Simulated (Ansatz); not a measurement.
**BP as a strained film**

Level of theory: DFT PBEsol, scalar-relativistic, plane waves, PAW (Ansatz). Settings: 420 eV cutoff, 8×8×6 k-mesh, Gaussian smearing of 0.02 eV, no spin polarisation.

Reference structure (relaxed):

```
B P
1.0
     2.26010    2.26010    0.00000
    -2.26010    2.26010    0.00000
     0.00000    0.00000    4.52020
B P
2 2
Cartesian
  0.0000 0.0000 0.0000
  0.0000 2.2601 2.2601
  1.1301 1.1301 3.3902
  -1.1301 1.1301 1.1301
```

The a-b plane is strained alike in both directions, as on a substrate, while c and the atoms relax within the symmetry that the strain leaves. Stress is positive in compression; energies are free energies at the smearing used, per atom.

```csv
strain (%),c (Å),σ in plane (GPa),ΔE (meV/atom)
-4.5,4.6148,20.57,62.35
-3.0,4.5831,13.02,26.95
-1.5,4.5514,6.19,6.57
+0.0,4.5202,0.02,0.00
+1.5,4.4879,-5.52,6.08
+3.0,4.4559,-10.50,23.72
+4.5,4.4235,-14.96,51.87
```

Q: Get the biaxial modulus twice, from the stresses and from the energies of the innermost pair.

A: From stress: M = −Δσ/Δε = (6.19 − (-5.52)) / 0.030 = 390 GPa. Two in-plane directions each store σε/2, so the energy density is Mε²: M = (mean ΔE)/(V ε²) = 6.33 meV / (11.545 Å³ × 0.015²) × 0.16022 GPa Å³/meV = 390 GPa. The two agree.

Q: How well does Mε², with M from the stresses, predict the outermost points?

A: 57.0 meV predicted against 62.3 computed at -4.5 %; 57.0 meV predicted against 51.9 computed at +4.5 %. Compression costs more than stretching, the usual sign of bonds that stiffen as they shorten.

Q: How does c respond, and up to what thickness can a film with 1 % or 2 % misfit stay coherent on a thick substrate?

A: c answers with ε_c = −0.47 ε. In an isotropic solid that ratio is 2ν/(1 − ν), so ν = r/(2 + r) = 0.19. A film of thickness h stores Mε²h per area, 39.0 mJ/m² per nm at 1 %. The Matthews–Blakeslee balance for pure edge misfit dislocations, h = b/(8πf(1 + ν)) × (ln(h/b) + 1), with b taken as the in-plane vector a = 3.20 Å, solved by iteration, gives 3.7 nm at f = 1 % and 1.3 nm at 2 %. This is an isotropic estimate in which the moduli cancel; the real Burgers vector, glide system, anisotropy and slow kinetics can shift it by a factor of a few, mostly upward.